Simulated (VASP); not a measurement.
# CdSe (P6_3mc) in VASP: Born charges and dielectric tensor with LDA

Aim: the Born charges and dielectric tensor of CdSe with LDA.

All numbers are computed with VASP 6.6.1; they aren't measurements. Logs are shortened: lines on timing, memory, paths and dates and some standing lists are left out, and cuts for length are marked.

**Measured values to compare with.**

A printed reference work, data compilation reports, for a bulk crystal of CdSe at 2 K: band gap 1.841 eV.

The runs below are set against these values where they give the same quantity.

### 1 Starting point

It takes space group P6_3mc (No. 186, hexagonal). The conventional cell has a = 4.346 Å, b = 4.346 Å, c = 7.090 Å, α = 90.00°, β = 90.00°, γ = 120.00°. Cd (site symmetry 3m) has 4 Se at 2.66 to 2.67 Å as nearest neighbours. Around Se (site symmetry 3m) lie 4 Cd at 2.66 to 2.67 Å.

The cell is a database's computed one.

### 2 Born charges and dielectric tensor, LDA

INCAR reads:

```
ALGO = Normal
EDIFF = 1E-8
ENCUT = 600
IBRION = 8
ISIF = 2
ISMEAR = 0
LASPH = T
LCHARG = F
LEPSILON = T
LREAL = F
LWAVE = F
NELM = 100
NSW = 1
PREC = Accurate
SIGMA = 0.02
```

KPOINTS reads:

```
k-points
0
Gamma
  9 9 6
```

POSCAR reads:

```
CdSe
1.0
    4.3460853800      0.0000000000      0.0000000000
   -2.1730426900      3.7638203500      0.0000000000
    0.0000000000      0.0000000000      7.0898398800
Cd Se
2 2
Direct
    0.6666666700      0.3333333300      0.4999533600
    0.3333333300      0.6666666700      0.9999533600
    0.6666666700      0.3333333300      0.8759066400
    0.3333333300      0.6666666700      0.3759066400
```

Potentials or basis: VASP PAW LDA potentials, release 64 (Cd, Se).

Launch:

```sh
$ cat potpaw_LDA.64/Cd/POTCAR potpaw_LDA.64/Se/POTCAR > POTCAR
$ mpirun -np 1 vasp_std > vasp.out
```

OUTCAR:

```text
EDIFF = 1E-8
   ENCUT = 600
   IBRION = 8
   ISIF = 2
   ISMEAR = 0
   LASPH = T
   LEPSILON = T
   LREAL = F
   NELM = 100
   NSW = 1
   PREC = Accurate

 ion  position               nearest neighbor table
   1  0.667  0.333  0.500-   4 2.66   4 2.66   4 2.66   3 2.67
   2  0.333  0.667  1.000-   3 2.66   3 2.66   3 2.66   4 2.67
   3  0.667  0.333  0.876-   2 2.66   2 2.66   2 2.66   1 2.67
   4  0.333  0.667  0.376-   1 2.66   1 2.66   1 2.66   2 2.67

  LATTYP: Found a hexagonal cell.
 ALAT       =     4.3460853800
 C/A-ratio  =     1.6313162904

  Lattice vectors:

 A1 = (   4.3460853800,   0.0000000000,   0.0000000000)
 A2 = (  -2.1730426900,   3.7638203500,   0.0000000000)
 A3 = (   0.0000000000,   0.0000000000,   7.0898398800)

Analysis of symmetry for initial positions (statically):
=====================================================================
 Subroutine PRICEL returns:
 Original cell was already a primitive cell.

 Routine SETGRP: Setting up the symmetry group for a
 hexagonal supercell.

 Subroutine GETGRP returns: Found 12 space group operations
 (whereof  6 operations were pure point group operations)
 out of a pool of 24 trial point group operations.

The static configuration has the point symmetry C_3v.
 The point group associated with its full space group is C_6v.

Analysis of symmetry for dynamics (positions and initial velocities):
=====================================================================
 Subroutine PRICEL returns:
 Original cell was already a primitive cell.

 Routine SETGRP: Setting up the symmetry group for a
 hexagonal supercell.

 Subroutine GETGRP returns: Found 12 space group operations
 (whereof  6 operations were pure point group operations)
 out of a pool of 24 trial point group operations.

The dynamic configuration has the point symmetry C_3v.
 The point group associated with its full space group is C_6v.

 Subroutine INISYM returns: Found 12 space group operations
 (whereof  6 operations are pure point group operations),
 and found     1 'primitive' translations

----------------------------------------------------------------------------------------

                                     Primitive cell

  volume of cell :     115.9748

  direct lattice vectors                    reciprocal lattice vectors
     4.346085380  0.000000000  0.000000000     0.230092120  0.132843747  0.000000000
    -2.173042690  3.763820350  0.000000000     0.000000000  0.265687495  0.000000000
     0.000000000  0.000000000  7.089839880     0.000000000  0.000000000  0.141046909

  length of vectors
     4.346085380  4.346085383  7.089839880     0.265687495  0.265687495  0.141046909

  position of ions in fractional coordinates (direct lattice)
     0.666666670  0.333333330  0.499953360
     0.333333330  0.666666670  0.999953360
     0.666666670  0.333333330  0.875906640
     0.333333330  0.666666670  0.375906640

  ion indices of the primitive-cell ions
   primitive index   ion index
                 1           1
                 2           2
                 3           3
                 4           4

----------------------------------------------------------------------------------------

 KPOINTS: k-points

Automatic generation of k-mesh.
 Grid dimensions read from file:
 generate k-points for:    9    9    6

 Generating k-lattice:

  Cartesian coordinates                     Fractional coordinates (reciprocal lattice)
[... 750 lines left out ...]

 Free energy of the ion-electron system (eV)
  ---------------------------------------------------
  ---------------------------------------------------
  free energy    TOTEN  =        -5.48988984 eV

  energy without entropy =       -5.48988984

------------------------ aborting loop because EDIFF is reached ----------------------------------------

--------------------------------------- Ionic step        2  -------------------------------------------

------------------------ aborting loop because EDIFF is reached ----------------------------------------

--------------------------------------- Ionic step        3  -------------------------------------------

------------------------ aborting loop because EDIFF is reached ----------------------------------------

 PIEZOELECTRIC TENSOR FIELD DIRECTION 3  (e Angst)
 -----------------------------------------------------------------------------
     2.80510  0.00000  0.00000           ( -0.03748  0.00000  0.00000)
     0.00000  2.80510 -0.00000           (  0.00000 -0.03748  0.00000)
     0.00000  0.00000 -5.93667           ( -0.00000  0.00000  0.08095)

 PIEZOELECTRIC TENSOR FIELD DIRECTION 3  (C/m^2)
 -----------------------------------------------------------------------------
     0.38752  0.00000  0.00000
     0.00000  0.38752 -0.00000
     0.00000  0.00000 -0.82014

[... ionic steps 4 to 9 ...]

--------------------------------------- Ionic step       10  -------------------------------------------

------------------------ aborting loop because EDIFF is reached ----------------------------------------

[... ionic steps 11 to 11 ...]

--------------------------------------- Ionic step       12  -------------------------------------------

 Free energy of the ion-electron system (eV)
  ---------------------------------------------------
  ---------------------------------------------------
  free energy    TOTEN  =        -0.09747676 eV

  energy without entropy =       -0.09747676

------------------------ aborting loop because EDIFF is reached ----------------------------------------

 INTERNAL STRAIN TENSOR  FOR ION    3  DIRECTION 3   (eV/Angst):
 -----------------------------------------------------------------------------
     2.85715 -0.00000 -0.00000
    -0.00000  2.85715  0.00000
     0.00000  0.00000 -5.43422

 MACROSCOPIC STATIC DIELECTRIC TENSOR (including local field effects in DFT)
 ------------------------------------------------------
          17.657418     0.000000     0.000000
           0.000000    17.657418     0.000000
           0.000000    -0.000000    15.250072
 ------------------------------------------------------

 PIEZOELECTRIC TENSOR (including local field effects)  for field in x, y, z        (e  Angst)
          XX          YY          ZZ          XY          YZ          ZX
  --------------------------------------------------------------------------------
  x     0.00000    -0.00000    -0.00000     0.00000     0.00000     3.10123
  y     0.00000     0.00000     0.00000     0.00000     3.10123     0.00000
  z     2.80510     2.80510    -5.93667     0.00000    -0.00000     0.00000

 PIEZOELECTRIC TENSOR (including local field effects)  for field in x, y, z        (C/m^2)
          XX          YY          ZZ          XY          YZ          ZX
  --------------------------------------------------------------------------------
  x     0.00000    -0.00000    -0.00000     0.00000     0.00000     0.42843
  y     0.00000     0.00000     0.00000     0.00000     0.42843     0.00000
  z     0.38752     0.38752    -0.82014     0.00000    -0.00000     0.00000

 BORN EFFECTIVE CHARGES (including local field effects) (in |e|, cummulative output)
 ---------------------------------------------------------------------------------
 ion    1
    1     2.30747     0.00000     0.00000
    2     0.00000     2.30747     0.00000
    3     0.00000     0.00000     2.42358
 ion    2
    1     2.30747     0.00000     0.00000
    2     0.00000     2.30747     0.00000
    3     0.00000     0.00000     2.42358
 ion    3
    1    -2.30747    -0.00000     0.00000
    2     0.00000    -2.30747     0.00000
    3     0.00000     0.00000    -2.42358
 ion    4
    1    -2.30747    -0.00000     0.00000
    2     0.00000    -2.30747     0.00000
    3     0.00000     0.00000    -2.42358

 INTERNAL STRAIN TENSOR FOR ION    4 for displacements in x,y,z  (eV/Angst):
          X           Y           Z          XY          YZ          ZX
  --------------------------------------------------------------------------------
  x     0.00000     0.00000     0.00000    -5.05501     0.00000     3.10151
  y    -5.05501     5.05501     0.00000     0.00000     2.61596    -0.00000
  z     2.85715     2.85715    -5.43422     0.00000    -0.00000    -0.00000

 SECOND DERIVATIVES (NOT SYMMETRIZED)
 ------------------------------------
               1X          1Y          1Z          2X          2Y          2Z          3X          3Y          3Z          4X          4Y          4Z
  1X    -4.229692   -0.000000   -0.000000   -0.166066   -0.000000    0.000000    0.194660    0.000000    0.000000    4.201098    0.000000    0.000000
  1Y     0.000000   -4.229692    0.000000   -0.000000   -0.166066    0.000000    0.000000    0.194660    0.000000    0.000000    4.201098   -0.000000
  1Z     0.000000   -0.000000   -5.377309    0.000000    0.000000    1.245446    0.000000    0.000000    2.909745    0.000000    0.000000    1.222119
  2X    -0.166066    0.000000    0.000000   -4.229692   -0.000000    0.000000    4.201098    0.000000   -0.000000    0.194660    0.000000    0.000000
  2Y    -0.000000   -0.166066   -0.000000   -0.000000   -4.229692    0.000000    0.000000    4.201098    0.000000    0.000000    0.194660   -0.000000
  2Z    -0.000000    0.000000    1.245446    0.000000    0.000000   -5.377309    0.000000   -0.000000    1.222119    0.000000    0.000000    2.909745
  3X     0.188277    0.000000   -0.000000    4.193794    0.000000   -0.000000   -4.754428    0.000000   -0.000000    0.372357    0.000000   -0.000000
  3Y    -0.000000    0.188277    0.000000    0.000000    4.193794    0.000000   -0.000000   -4.754428   -0.000000    0.000000    0.372357    0.000000
  3Z     0.000000    0.000000    2.893239    0.000000    0.000000    1.217045    0.000000    0.000000   -6.172052    0.000000    0.000000    2.061768
  4X     4.193794   -0.000000    0.000000    0.188277   -0.000000    0.000000    0.372357    0.000000    0.000000   -4.754428    0.000000    0.000000
  4Y    -0.000000    4.193794    0.000000    0.000000    0.188277   -0.000000    0.000000    0.372357    0.000000    0.000000   -4.754428    0.000000
  4Z    -0.000000    0.000000    1.217045    0.000000   -0.000000    2.893239   -0.000000    0.000000    2.061768    0.000000    0.000000   -6.172052

 Eigenvectors and eigenvalues of the dynamical matrix
 ----------------------------------------------------

   1 f  =    5.195841 THz    32.646433 2PiTHz  173.314605 cm-1    21.488263 meV
             X         Y         Z           dx          dy          dz
      2.173043  1.254607  3.544589     0.000000    0.000000    0.231413
     -0.000000  2.509214  7.089509    -0.000000   -0.000000   -0.231413
      2.173043  1.254607  6.210038     0.000000    0.000000   -0.668168
     -0.000000  2.509214  2.665118    -0.000000   -0.000000    0.668168
[... 71 lines left out ...]
  12 f/i=    0.006008 THz     0.037749 2PiTHz    0.200403 cm-1     0.024847 meV
             X         Y         Z           dx          dy          dz
      2.173043  1.254607  3.544589    -0.000000    0.000000   -0.541354
     -0.000000  2.509214  7.089509    -0.000000    0.000000   -0.541354
      2.173043  1.254607  6.210038    -0.000000    0.000000   -0.454902
     -0.000000  2.509214  2.665118    -0.000000    0.000000   -0.454902

--------------------------------------------------------------------------------------------------------

 MACROSCOPIC STATIC DIELECTRIC TENSOR IONIC CONTRIBUTION
 ------------------------------------------------------
           3.785695     0.000000    -0.000000
           0.000000     3.785695    -0.000000
          -0.000000    -0.000000     4.447713
 ------------------------------------------------------

 ELASTIC MODULI CONTR FROM IONIC RELAXATION (kBar)
 Direction    XX          YY          ZZ          XY          YZ          ZX
 --------------------------------------------------------------------------------
 XX        -192.4224     83.0539    104.0138     -0.0000     -0.0000      0.0000
 YY          83.0539   -192.4224    104.0138      0.0000      0.0000     -0.0000
 ZZ         104.0138    104.0138   -197.8426      0.0000     -0.0000     -0.0000
 XY          -0.0000      0.0000      0.0000   -137.7382     -0.0000     -0.0000
 YZ          -0.0000      0.0000     -0.0000     -0.0000    -49.1851     -0.0000
 ZX           0.0000     -0.0000     -0.0000     -0.0000     -0.0000    -56.4201
 --------------------------------------------------------------------------------

 PIEZOELECTRIC TENSOR IONIC CONTR  for field in x, y, z        (C/m^2)
          XX          YY          ZZ          XY          YZ          ZX
  --------------------------------------------------------------------------------
  x     0.00000    -0.00000    -0.00000    -0.00000    -0.00000    -0.43487
  y    -0.00000     0.00000    -0.00000    -0.00000    -0.40603    -0.00000
  z    -0.46406    -0.46406     0.88267    -0.00000     0.00000     0.00000
```

Run time: 60 min. Hardware: 1 thread of Intel Xeon Platinum 8488C (Sapphire Rapids), shared host; peak memory 1.6 GiB.

What came out:

| Item | Value |
| --- | --- |
| Band gap on the k mesh | 0.35 eV, direct |
| Electronic dielectric tensor (diagonal) | 17.66, 17.66, 15.25 |
| Born charges (mean of the diagonal) | Cd +2.35; Se -2.35 e |
| Highest phonon frequency at Γ, LO-TO splitting left out | 173 cm⁻¹ |

Levels at points of the mesh, in eV from the valence-band top:
| k point | band 15 | band 16 | band 17 | band 18 | band 19 | band 20 | band 21 | band 22 |
| --- | --- | --- | --- | --- | --- | --- | --- | --- |
| (0.00, 0.00, 0.00) | -0.74 | -0.05 | 0.00 | 0.00 | 0.35 | 1.97 | 5.71 | 5.71 |
| (0.00, 0.00, 0.50) | -0.39 | -0.39 | -0.39 | -0.39 | 2.12 | 2.12 | 5.63 | 5.63 |

Phonon frequencies in cm⁻¹ (negative: imaginary):
```csv
q point,frequencies
"(0.000, 0.000, 0.000)",0 0 0 39 39 120 155 160 160 161 161 173
```

Electronic dielectric tensor:
```
17.66  0.00  0.00
 0.00 17.66  0.00
 0.00  0.00 15.25
```

Born effective charge tensors (e):
atom 1, Cd
```
2.31 0.00 0.00
0.00 2.31 0.00
0.00 0.00 2.42
```
atom 2, Cd
```
2.31 0.00 0.00
0.00 2.31 0.00
0.00 0.00 2.42
```
atom 3, Se
```
-2.31  0.00  0.00
 0.00 -2.31  0.00
 0.00  0.00 -2.42
```
atom 4, Se
```
-2.31  0.00  0.00
 0.00 -2.31  0.00
 0.00  0.00 -2.42
```

Caveat: the gap is small at this level, which inflates the dielectric constant.

### 3 Against experiment

Step 2. A measured gap of CdSe is 1.841 eV (2 K; a printed reference work, data compilation); the calculated 0.35 eV misses it by -1.49 eV. So large a miss can be the level of theory's own, or it may mean another phase, state or a wrong row. Spin-orbit coupling on Cd, Se is left out. The value is that of LDA, without temperature or zero-point motion. Semilocal functionals fall short of measured gaps as a rule. The cell is a database's relaxed one, not the measured one, which moves gaps too.
